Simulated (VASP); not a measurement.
RbBr in VASP 6.6.1, single-point calculation

INCAR

```
NELM = 51
IBRION = -1
IVDW = 12
NBANDS = 24
ISMEAR = -1
LCHARG = .FALSE.
GGA = PE
EDIFF = 1E-7
LASPH = .TRUE.
ENCUT = 520
SIGMA = 0.02
NSW = 0
LWAVE = .FALSE.
PREC = Normal
LREAL = .FALSE.
ISIF = 2
```

KPOINTS

```
KPOINTS created by Atomic Simulation Environment
0
Monkhorst-Pack
6 6 4
0 0 0
```

POSCAR

```
Rb Br
 1.0000000000000000
     5.8901392059322220    0.0000000000000000    0.0000000000000000
    -2.9450696029661110    5.1010101841640054    0.0000000000000000
     0.0000000000000000    0.0000000000000000    6.8703328346430190
 Rb  Br
   2   2
Cartesian
  0.0000000000000001  3.4006734561093364 -0.4293958021651889
  2.9450696029661105  1.7003367280546682  3.0057706151563202
  0.0000000000000001  3.4006734561093364  3.0057706151563202
  2.9450696029661105  1.7003367280546682  6.4409370324778292
```

The recommended PBE PAW datasets give the neutral cell 32 valence electrons.

Command

```
mpirun -np 1 vasp_std
```

OSZICAR

```
N       E                     dE             d eps       ncg     rms          rms(c)
DAV:   1     0.222377509505E+03    0.22238E+03   -0.12594E+04  1152   0.108E+03
DAV:   2     0.106834228075E+02   -0.21169E+03   -0.20147E+03  1560   0.216E+02
DAV:   3    -0.122267674373E+02   -0.22910E+02   -0.22829E+02  1912   0.719E+01
DAV:   4    -0.127079170973E+02   -0.48115E+00   -0.48060E+00  1584   0.116E+01
DAV:   5    -0.127282818639E+02   -0.20365E-01   -0.20364E-01  1760   0.164E+00    0.398E+00
DAV:   6    -0.121074555797E+02    0.62083E+00   -0.89287E-01  1368   0.320E+00    0.272E+00
DAV:   7    -0.120179833081E+02    0.89472E-01   -0.47499E-01  1432   0.237E+00    0.134E+00
DAV:   8    -0.120506788695E+02   -0.32696E-01   -0.54772E-02  1480   0.962E-01    0.202E-01
DAV:   9    -0.120588646230E+02   -0.81858E-02   -0.15855E-02  1392   0.441E-01    0.151E-01
DAV:  10    -0.120613009160E+02   -0.24363E-02   -0.23422E-03  1168   0.252E-01    0.304E-02
DAV:  11    -0.120615425829E+02   -0.24167E-03   -0.35935E-04  1448   0.842E-02    0.200E-02
DAV:  12    -0.120616091844E+02   -0.66602E-04   -0.88039E-05  1224   0.567E-02    0.764E-03
DAV:  13    -0.120616101614E+02   -0.97699E-06   -0.24814E-06  1880   0.765E-03    0.549E-03
DAV:  14    -0.120616107683E+02   -0.60698E-06   -0.46750E-06  1344   0.105E-02    0.830E-04
DAV:  15    -0.120616108653E+02   -0.96965E-07   -0.21663E-07  1320   0.229E-03
   1 F= -.12648763E+02 E0= -.12648763E+02  d E =-.262933E-12
```

From OUTCAR

```
k-points           NKPTS =     24   k-points in BZ     NKDIM =     24   number of bands    NBANDS=     24

   NELECT =      32.0000    total number of electrons

   dimension x,y,z NGX =    36 NGY =   36 NGZ =   40
   dimension x,y,z NGXF=    72 NGYF=   72 NGZF=   80

  energy-cutoff  :      520.00
  volume of cell :      206.42
      direct lattice vectors                 reciprocal lattice vectors
     5.890139206  0.000000000  0.000000000     0.169775274  0.098019800  0.000000000
    -2.945069603  5.101010184  0.000000000     0.000000000  0.196039601  0.000000000
     0.000000000  0.000000000  6.870332835     0.000000000  0.000000000  0.145553356

 k-points in reciprocal lattice and weights: KPOINTS created by Atomic Simulation Env
   0.08333333  0.08333333  0.12500000       0.028
   0.25000000  0.08333333  0.12500000       0.056
   0.41666667  0.08333333  0.12500000       0.056
  -0.41666667  0.08333333  0.12500000       0.056
  -0.25000000  0.08333333  0.12500000       0.056
  -0.08333333  0.08333333  0.12500000       0.028
   0.25000000  0.25000000  0.12500000       0.028
   0.41666667  0.25000000  0.12500000       0.056
   ...

 E-fermi :  -2.1348

 k-point     1 :       0.0833    0.0833    0.1250
  band No.  band energies     occupation
      1     -27.2134      2.00000
      2     -27.2056      2.00000
      3     -14.7195      2.00000
      4     -14.6846      2.00000
      5     -11.3954      2.00000
      6     -11.3745      2.00000
      7     -11.3553      2.00000
      8     -11.3209      2.00000
      9     -11.3095      2.00000
     10     -11.2782      2.00000
     11      -3.0318      2.00000
     12      -2.9585      2.00000
     13      -2.9507      2.00000
     14      -2.9072      2.00000
     15      -2.8391      2.00000
     16      -2.6784      2.00000
     17       1.8163      0.00000
     18       4.1939      0.00000
     19       4.4291      0.00000
     20       4.5408      0.00000
     21       4.8763      0.00000
     22       5.4813      0.00000
     23       5.6126      0.00000
     24       5.6748      0.00000

 k-point     2 :       0.2500    0.0833    0.1250
  band No.  band energies     occupation
      1     -27.2119      2.00000
      2     -27.2064      2.00000
      3     -14.7311      2.00000
      4     -14.7069      2.00000
      5     -11.3843      2.00000
      6     -11.3778      2.00000
      7     -11.3229      2.00000
      8     -11.3168      2.00000
      9     -11.2974      2.00000
     10     -11.2779      2.00000
     11      -3.0931      2.00000
     12      -3.0103      2.00000
     13      -2.9269      2.00000
     14      -2.9151      2.00000
     15      -2.7734      2.00000
     16      -2.7165      2.00000
     17       2.5049      0.00000
     18       3.8961      0.00000
     19       4.0709      0.00000
     20       4.3729      0.00000
     21       4.9551      0.00000
     22       5.5354      0.00000
     23       5.5531      0.00000
     24       5.8765      0.00000

 ...

  Total      -0.25403    -0.25403    -0.07041     0.00000     0.00000     0.00000
  in kB      -1.97165    -1.97165    -0.54651     0.00000     0.00000     0.00000
  external pressure =       -1.50 kB  Pullay stress =        0.00 kB

 POSITION                                       TOTAL-FORCE (eV/Angst)
 -----------------------------------------------------------------------------------
      0.00000      3.40067      6.44094         0.000000      0.000000     -0.000000
      2.94507      1.70034      3.00577         0.000000     -0.000000     -0.000000
      0.00000      3.40067      3.00577         0.000000     -0.000000     -0.000000
      2.94507      1.70034      6.44094        -0.000000      0.000000      0.000000
 -----------------------------------------------------------------------------------
    total drift:                                0.000000      0.000000      0.000000

  FREE ENERGIE OF THE ION-ELECTRON SYSTEM (eV)
  ---------------------------------------------------
  free  energy   TOTEN  =       -12.6487631367 eV

  energy  without entropy=      -12.6487631367  energy(sigma->0) =      -12.64876314
```

It converged. Results: gap between bands v and c on the k mesh 4.33 eV; least direct gap on the k mesh 4.33 eV; pressure -0.1 GPa. Band v is the last that the valence electrons fill when counted band by band, and c is the next.

The shifted mesh misses Γ, so a band edge there is missed.

For comparison, a separate PBE run of the intended cell, on usual settings and not on those above, gives a gap of 4.06 eV on its mesh and a pressure of 0.3 GPa.

The run above took about 64 s on one core of a shared host (Intel Xeon Platinum 8488C) and held 0.28 GiB at most.
